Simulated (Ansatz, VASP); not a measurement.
**HfH3: VASP beside Ansatz**

INCAR

```
ALGO = Normal
EDIFF = 1E-7
ENCUT = 520
GGA = PS
ISIF = 2
ISMEAR = 0
LASPH = T
LCHARG = T
LELF = T
LREAL = F
LVHAR = T
LWAVE = F
NBANDS = 14
NELM = 60
PREC = Accurate
SIGMA = 0.1
```

File KPOINTS:

```
k-points
0
Gamma
  8 8 8
```

POSCAR

```
HfH3
1.0
   -1.5265120000      1.5265120000      3.0340320000
    1.5265120000     -1.5265120000      3.0340320000
    1.5265120000      1.5265120000     -3.0340320000
Hf H
1 3
Direct
    0.0000000000      0.0000000000      0.0000000000
    0.7500000000      0.2500000000      0.5000000000
    0.2500000000      0.7500000000      0.5000000000
    0.5000000000      0.5000000000      0.0000000000
```

Input for Ansatz:

```yaml
crystal:
  lattice:
    - [-1.526512, 1.526512, 3.034032]
    - [1.526512, -1.526512, 3.034032]
    - [1.526512, 1.526512, -3.034032]
  atoms:
    - { symbol: Hf, position: [0.0, 0.0, 0.0] }
    - { symbol: H, position: [0.75, 0.25, 0.5] }
    - { symbol: H, position: [0.25, 0.75, 0.5] }
    - { symbol: H, position: [0.5, 0.5, 0.0] }
basis:
  ecutwfc: 420
kpoints:
  mp_grid: { grid: [8, 8, 8] }
hamiltonian:
  xc: pbesol
scf:
  occupations: { method: gaussian, width: 0.1 }
output:
  forces: true
  stress: true
  eigenvalues: true
```

The cell comes from a database or a generator and needn't be the stable form of this composition.

Alike in both runs: task single point; functional PBEsol; k mesh 8 × 8 × 8; occupations gaussian, width 0.1 eV; no spin polarisation.

```csv
,VASP,Ansatz
version,VASP 6.6.1,Ansatz 0.2.0
potentials or method,"VASP PAW PBE potentials, release 64 (Hf_pv, H)","scalar-relativistic, plane waves, PAW"
plane-wave cutoff (eV),520,420
valence electrons in the cell,13,29
```

```tsv
	VASP	Ansatz	Ansatz less VASP
gap on the k mesh at the Fermi level (eV)	none	none	-
pressure (GPa)	-4.8	-3.8	+0.98
largest component of the traceless stress (GPa)	2.61	2.64	+0.031
```

A gap of «none» marks a metal or a gap that the smearing closes. With one functional, cell and mesh, what is left measures potentials, basis and numerics. The two sets of potentials don't hold the same shells in valence.

Caveats: the k mesh is coarse (spacing up to 0.36 Å⁻¹), so the values aren't converged; the PAW data sets were made with another functional, which shifts forces and pressure a little (VASP). Spin-orbit coupling is left out, which matters for the levels of Hf.
